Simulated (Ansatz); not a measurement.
# Cu (P-1) in Ansatz: convergence with wavefunction cutoff

Aim: find how far wavefunction cutoff must go before the results for Cu settle, at PBE. This setting moves, with any that are tied to it; all else stays.

All numbers are computed with Ansatz 0.2.0; they aren't measurements. Logs are shortened: lines on timing, memory, paths and dates and some standing lists are left out, and cuts for length are marked.

### 1 Starting point

The typed cell holds 1 atom: a = 2.479 Å, b = 2.477 Å, c = 2.450 Å, α = 108.63°, β = 107.81°, γ = 112.70°.

This isn't the form of Cu at room conditions, which is fcc.

### 2 With wavefunction cutoff 200 eV

The input, input.yaml:

```yaml
crystal:
  lattice:
    - [-1.45398576, 1.46431069, 1.37398204]
    - [1.4487133, -1.4679854, 1.37230683]
    - [1.42515422, 1.43915386, -1.3778349]
  atoms:
    - { symbol: Cu, position: [0.0, 0.0, 0.0] }
hamiltonian:
  xc: pbe
  pseudopotentials: { kind: paw }
kpoints:
  mp_grid: { grid: [10, 10, 9] }
scf:
  occupations: { method: gaussian, width: 0.1 }
output:
  forces: true
  stress: true
  eigenvalues: true
basis:
  ecutwfc: "200 eV"
```

Potentials or basis: Ansatz PAW.

Command:

```
$ ansatz run input.yaml --threads 2 --pin off --max-ram 5632MiB --backend cpu --events-out ev --progress --plain --runs-dir out
```

The program printed:

```text
Warning: basis.ecutwfc = 200 eV is below the records' recommended 420 eV, and the density's cutoff is lower with it unless basis.ecutrho_ratio is high enough to keep the records' density cutoff: compare with a run at a higher cutoff
Warning: RAYON_NUM_THREADS=2 ignored (pool sized by the plan → 2); use --threads N
Engine: ansatz 0.2.0, x86_64-unknown-linux-gnu
Pseudopotentials: kind: paw
Pseudopotential: Cu, paw, valence charge 19, recommended cutoff 420 eV (normal), Cu.paw.azcp
Functional definition: PBE
  parameter kappa = 0.804
  parameter beta = 0.06672455060314922
  exchange = pbe_x(kappa = kappa, mu = beta*pi^2/3)
  correlation = pbe_c(beta = beta)
Crystal: 1 atoms, lattice volume = 11.457 Å³
Basis set: ecut = 200 eV, 79 PW (Γ), exchange–correlation on 24×24×24 points (8 copies of the dense FFT grid, shifted against one another)
Bands: 14, of which v1, the nominal top of the filled ones, is band 10 counted from 1 (9 counted from 0)
Symmetry: 2 space group operations
Space group: P-1 (ITA 2), of the structure as read, at distance tolerance 2.3e-5 Å
k-points: 452 of 900
Non-local potential: Cu, projectors of the file, l = 0: 3, l = 1: 2, l = 2: 3, l = 3: 1
PAW form: soft (Blöchl's): semilocal exchange-correlation on the pseudo side does not see the compensation charge
PAW one-centre angular grid: Cu, 590 points (default); XC on 64 Gauss nodes
Initial density: superposition of atomic densities (neutral atoms: chi_scale 0, normalization atom), corrected by the library's trained network
Initial wavefunctions: pseudopotential atomic-orbital guess
Functional: x = pbe(κ = 0.804, μ = 0.2195149727645171), c = pbe(β = 0.06672455060314922)
SCF iter   1: F=—  HF=-6612.416249 eV  |F-HF|=—  |Δ(HF+E_count)|=         —  Δρ=2.29e-1  dr2=2.33e0  ethr=1.77e-3  ⟨swp⟩=3.5  Hψ=26821  notcnv=0
preconditioner: auto → none  [metal: Δε(μ)=0.007 eV  Ē_g=17.655 eV  σ=0.100 eV  W_gap=0.04  n_scr=0 (ndim 8)  ℏωp=36.4 eV  f_vac=0.000  D(μ)=0.41/eV (n_scr^D=0)]
SCF iter   2: F=—  HF=-6609.990667 eV  |F-HF|=—  |Δ(HF+E_count)|=    2.43e0  Δρ=2.96e-2  dr2=5.22e-2  ethr=1.77e-3  ⟨swp⟩=2.0  Hψ=16087  notcnv=0  defer=184
SCF iter   3: F=—  HF=-6609.724695 eV  |F-HF|=—  |Δ(HF+E_count)|=   2.66e-1  Δρ=2.83e-2  dr2=4.70e-2  ethr=2.75e-4  ⟨swp⟩=2.0  Hψ=14714  notcnv=0  defer=190
SCF iter   4: F=—  HF=-6609.697268 eV  |F-HF|=—  |Δ(HF+E_count)|=   2.74e-2  Δρ=4.22e-3  dr2=1.45e-3  ethr=2.47e-4  ⟨swp⟩=2.1  Hψ=9780  notcnv=0  defer=190
SCF iter   5: F=—  HF=-6609.697202 eV  |F-HF|=—  |Δ(HF+E_count)|=   6.55e-5  Δρ=2.08e-3  dr2=2.98e-4  ethr=7.63e-6  ⟨swp⟩=2.1  Hψ=9120  notcnv=0  defer=190
SCF iter   6: F=—  HF=-6609.697135 eV  |F-HF|=—  |Δ(HF+E_count)|=   6.69e-5  Δρ=5.59e-4  dr2=2.15e-5  ethr=1.57e-6  ⟨swp⟩=1.2  Hψ=6500  notcnv=0  defer=190
SCF iter   7: F=—  HF=-6609.697111 eV  |F-HF|=—  |Δ(HF+E_count)|=   2.46e-5  Δρ=6.97e-5  dr2=3.43e-7  ethr=1.13e-7  ⟨swp⟩=2.1  Hψ=8552  notcnv=0  defer=190
SCF iter   8: F=-6609.697111 eV  HF=-6609.697111 eV  |F-HF|=8.88e-10  |Δ(HF+E_count)|=   7.88e-8  Δρ=4.19e-6  dr2=1.21e-9  ethr=5.26e-10  ⟨swp⟩=4.4  Hψ=19067  notcnv=0
SCF 1 converged in 8 iterations: F = -6609.697111 eV  dr2 = 1.21e-9
SCF converged after 8 iterations
Free energy (F): -6609.697111 eV
Harris-Foulkes:  -6609.697111 eV  (|F-HF|=8.88e-10)
Internal energy: -6609.696211 eV  (E = F + TS)
E sigma→0 (E₀):  -6609.696661 eV
Entropy (-TS):   -0.000900 eV (-0.900 meV/atom)
Fermi energy:    16.647527 eV
--- Per-component energies (eV) ---
  E_band       = -393.253967
  E_kinetic    = 323.827466
  E_local      = -4044.459987  (includes V_loc(G=0)·N_el)
  E_nonlocal   = 481.971862
  E_hartree    = 1801.672265
  E_xc         = -89.353812
  E_vxc        = -115.249792  (∫ρ·V_xc dr)
  E_paw        = -1753.451328  (= ΣΔE_a)
  E_vpaw       = -642.676941  (= ΣTr[D̂ρ^β])
  E_aug_tail   = -0.008126  (compensation charges beyond the density's cutoff)
  E_ewald      = -3329.894551
  E_smearing   = -0.000900  (= −TS)
  E_closure    = -0.000000  (closes the sum)
  Σ components = -6609.697111   (vs F -6609.697111, Δ=0.00e0)
--- Forces (eV/Å), atoms counted from 1 ---
  atom   1  Cu     0.00000000     0.00000000     0.00000000
  max |Σ_I F_I| component: 0.00e0 eV/Å
--- Stress (GPa, compression-positive) ---
       18.085900       2.272680      -1.084694
        2.272680      25.275180      -1.059060
       -1.084694      -1.059060      10.373131
  P = ⅓ Tr σ = 17.9114 GPa (179.114 kbar)
--- Band table (eV; the first three rows and the last of 452) ---
  k-point 0: bands = ["-98.9312", "-56.1494", "-56.1097", "-56.0109", "7.7996", "12.1504", "12.2168", "12.3159", "12.3935", "12.5897", "41.9037", "42.7882", "43.6998", "46.1584"]
  k-point 1: bands = ["-98.5643", "-55.9790", "-55.8969", "-55.6332", "8.3180", "12.3073", "12.4600", "12.5520", "12.7126", "12.9301", "38.8091", "41.6406", "43.0355", "43.9294"]
  k-point 2: bands = ["-98.4000", "-55.7233", "-55.7034", "-55.6488", "9.6401", "12.4111", "12.4617", "12.8525", "12.9266", "13.3206", "32.6903", "39.3119", "40.9802", "42.0852"]
  k-point 451: bands = ["-98.3289", "-55.9364", "-55.8007", "-55.7550", "11.0784", "11.3171", "13.4374", "13.5020", "13.5300", "24.4545", "24.8115", "27.4529", "31.4467", "32.1662"]
```

It took 2.3 s on 2 threads of Intel Xeon at 2.70GHz, shared host; peak memory 0.32 GiB.

Results:

* Free energy: -6609.6971 eV
* Pressure: 17.9 GPa
* Band gap on the k mesh: none (metal or under the smearing width)

### 3 With wavefunction cutoff 250 eV

Changes to input.yaml since step 2:

```diff
@@ -19,2 +19,2 @@
 basis:
-  ecutwfc: "200 eV"
+  ecutwfc: "250 eV"
```

Potentials or basis: Ansatz PAW.

Command:

```
$ ansatz run input.yaml --threads 2 --pin off --max-ram 5632MiB --backend cpu --events-out ev --progress --plain --runs-dir out
```

Wall time 2.6 s (2 threads of Intel Xeon at 2.70GHz, shared host); peak memory 0.33 GiB.

What came out:

```
Free energy            : -6622.6218 eV
Pressure               : 8.3 GPa
Band gap on the k mesh : none (metal or under the smearing width)
```

### 4 With wavefunction cutoff 300 eV

Changes to input.yaml since step 3:

```diff
@@ -19,2 +19,2 @@
 basis:
-  ecutwfc: "250 eV"
+  ecutwfc: "300 eV"
```

Command:

```
$ ansatz run input.yaml --threads 2 --pin off --max-ram 5632MiB --backend cpu --events-out ev --progress --plain --runs-dir out
```

Wall time 3.5 s (2 threads of Intel Xeon at 2.70GHz, shared host); peak memory 0.35 GiB.

What came out:

```
Free energy            : -6624.8343 eV
Pressure               : 9.6 GPa
Band gap on the k mesh : none (metal or under the smearing width)
```

### 5 With wavefunction cutoff 350 eV

Changes to input.yaml since step 4:

```diff
@@ -19,2 +19,2 @@
 basis:
-  ecutwfc: "300 eV"
+  ecutwfc: "350 eV"
```

Command:

```
$ ansatz run input.yaml --threads 2 --pin off --max-ram 5632MiB --backend cpu --events-out ev --progress --plain --runs-dir out
```

It took 2.7 s on 2 threads of Intel Xeon at 2.70GHz, shared host; peak memory 0.36 GiB.

Results:

```yaml
Free_energy: -6625.1099 eV
Pressure: 7.5 GPa
Band_gap_on_the_k_mesh: none (metal or under the smearing width)
```

### 6 With wavefunction cutoff 400 eV

Changes to input.yaml since step 5:

```diff
@@ -19,2 +19,2 @@
 basis:
-  ecutwfc: "350 eV"
+  ecutwfc: "400 eV"
```

Potentials or basis: Ansatz PAW.

Command:

```
$ ansatz run input.yaml --threads 2 --pin off --max-ram 5632MiB --backend cpu --events-out ev --progress --plain --runs-dir out
```

Run time: 2.9 s. Hardware: 2 threads of Intel Xeon at 2.70GHz, shared host; peak memory 0.37 GiB.

Results (log left out):

- Free energy: -6625.1226 eV
- Pressure: 7.3 GPa
- Band gap on the k mesh: none (metal or under the smearing width)

### 7 With wavefunction cutoff 450 eV

Changes to input.yaml since step 6:

```diff
@@ -19,2 +19,2 @@
 basis:
-  ecutwfc: "400 eV"
+  ecutwfc: "450 eV"
```

Command:

```
$ ansatz run input.yaml --threads 2 --pin off --max-ram 5632MiB --backend cpu --events-out ev --progress --plain --runs-dir out
```

Wall time 3.6 s (2 threads of Intel Xeon at 2.70GHz, shared host); peak memory 0.38 GiB.

The run converged. Its results:

```yaml
Free_energy: -6625.1245 eV
Pressure: 7.3 GPa
Band_gap_on_the_k_mesh: none (metal or under the smearing width)
```

### 8 With wavefunction cutoff 500 eV

Changes to input.yaml since step 7:

```diff
@@ -19,2 +19,2 @@
 basis:
-  ecutwfc: "450 eV"
+  ecutwfc: "500 eV"
```

Command:

```
$ ansatz run input.yaml --threads 2 --pin off --max-ram 5632MiB --backend cpu --events-out ev --progress --plain --runs-dir out
```

Run time: 3.5 s. Hardware: 2 threads of Intel Xeon at 2.70GHz, shared host; peak memory 0.39 GiB.

The run converged. Its results:

* Free energy: -6625.1262 eV
* Pressure: 7.3 GPa
* Band gap on the k mesh: none (metal or under the smearing width)

### 9 With wavefunction cutoff 600 eV

Changes to input.yaml since step 8:

```diff
@@ -19,2 +19,2 @@
 basis:
-  ecutwfc: "500 eV"
+  ecutwfc: "600 eV"
```

Potentials or basis: Ansatz PAW.

Command:

```
$ ansatz run input.yaml --threads 2 --pin off --max-ram 5632MiB --backend cpu --events-out ev --progress --plain --runs-dir out
```

Wall time 4.3 s (2 threads of Intel Xeon at 2.70GHz, shared host); peak memory 0.41 GiB.

It converged, with:

| Item | Value |
| --- | --- |
| Free energy | -6625.1269 eV |
| Pressure | 7.3 GPa |
| Band gap on the k mesh | none (metal or under the smearing width) |

### 10 With wavefunction cutoff 800 eV

Changes to input.yaml since step 9:

```diff
@@ -19,2 +19,2 @@
 basis:
-  ecutwfc: "600 eV"
+  ecutwfc: "800 eV"
```

Command:

```
$ ansatz run input.yaml --threads 2 --pin off --max-ram 5632MiB --backend cpu --events-out ev --progress --plain --runs-dir out
```

Wall time 6 s (2 threads of Intel Xeon at 2.70GHz, shared host); peak memory 0.46 GiB.

The run converged. Its results:

```yaml
Free_energy: -6625.1271 eV
Pressure: 7.3 GPa
Band_gap_on_the_k_mesh: none (metal or under the smearing width)
```

### 11 The series at a glance

```
wavefunction cutoff  energy less the tightest run, at zero smearing (meV/atom)  pressure (GPa)  SCF cycles  CPU time (s)  peak memory (GiB)
             200 eV                                                   15429.43           17.91           8           4.1               0.32
             250 eV                                                    2504.78            8.32           6           4.6               0.33
             300 eV                                                     292.77            9.56           6           6.6               0.35
             350 eV                                                      17.18            7.52           6           4.9               0.36
             400 eV                                                       4.42            7.33           6           5.3               0.37
             450 eV                                                       2.56            7.30           6           6.6               0.38
             500 eV                                                       0.85            7.28           6           6.4               0.39
             600 eV                                                       0.19            7.26           6           8.1               0.41
             800 eV                                                       0.00            7.25           6            11               0.46
```

Against the tightest run, the energy stays within 1 meV/atom from 500 eV on; the pressure stays within 0.1 GPa from 400 eV on. The tightest run that finished is the yardstick and may itself not be fully converged.
